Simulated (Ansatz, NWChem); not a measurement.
# Worked example: the enthalpy of formation of C3H6O (propionaldehyde)

The species is C3H6O (10 atoms), meant as a singlet with charge 0. As SMILES, `CCC=O`. The coordinates come from a PBE0-D4/def2-TZVP relaxation. This is one conformer, not always the lowest.

Total energies at PBE/cc-pVDZ (NWChem 7.3.0); the atoms run unrestricted:

```tsv
species	state	energy (Eh)
C3H6O	singlet	-192.903966
C	triplet	-37.788538
O	triplet	-74.981416
H	doublet	-0.498628
```

Harmonic wavenumbers at PBE0-D4/def2-TZVP, in cm⁻¹: 76, 213, 325, 512, 760, 879, 921, 1037, 1138, 1161, 1269, 1324, 1403, 1421, 1457, 1492, 1497, 1845, 2870, 3036, 3054, 3113, 3133, 3139.

Measured heats of formation of the gaseous atoms at 298.15 K, in kJ/mol: C 716.9, O 249.2, H 218.0. Spin-orbit lowering of the atoms at 298 K (mean of the ground term's levels less their thermal mean, from spectra), in kJ/mol: C 0.02, O 0.40. Take 1 Eh = 2625.50 kJ/mol, 1 cm⁻¹ = 0.0119627 kJ/mol, RT = 2.479 kJ/mol.

Question: What heat of formation follows?

Answer: 
1. Electronic atomisation energy: 3 × (-37.788538) + (-74.981416) + 6 × (-0.498628) − (-192.903966) = 1.565168 Eh = 4109.3 kJ/mol.
2. Zero-point energy: half the sum of the wavenumbers, 18537.5 cm⁻¹ = 221.8 kJ/mol.
3. Thermal vibrational enthalpy, Σ hcν̃/(exp(hcν̃/kT) − 1): 5.9 kJ/mol. Translation, rotation and pV of a non-linear molecule: 4 RT = 9.9 kJ/mol.
4. The 10 free atoms carry 5/2 RT each: 62.0 kJ/mol.
5. Spin-orbit coupling lowers the free atoms by 3 × 0.02 + 0.40 = 0.5 kJ/mol.
6. Atomisation enthalpy at 298 K: 4109.3 − 0.5 − 221.8 − 5.9 − 9.9 + 62.0 = 3933.2 kJ/mol.
7. Sum of the atoms' heats of formation: 3707.9 kJ/mol. Heat of formation: 3707.9 − 3933.2 = -225.3 kJ/mol.

The tabulated value is -185.6 kJ/mol (CRC Handbook of Chemistry and Physics), so this level is off by -39.7 kJ/mol, or 1.0 % of the atomisation enthalpy that the table implies (3893.4 kJ/mol). Gradient-corrected functionals often overbind somewhat. Anharmonicity and any spin-orbit splitting of the molecule are left out.
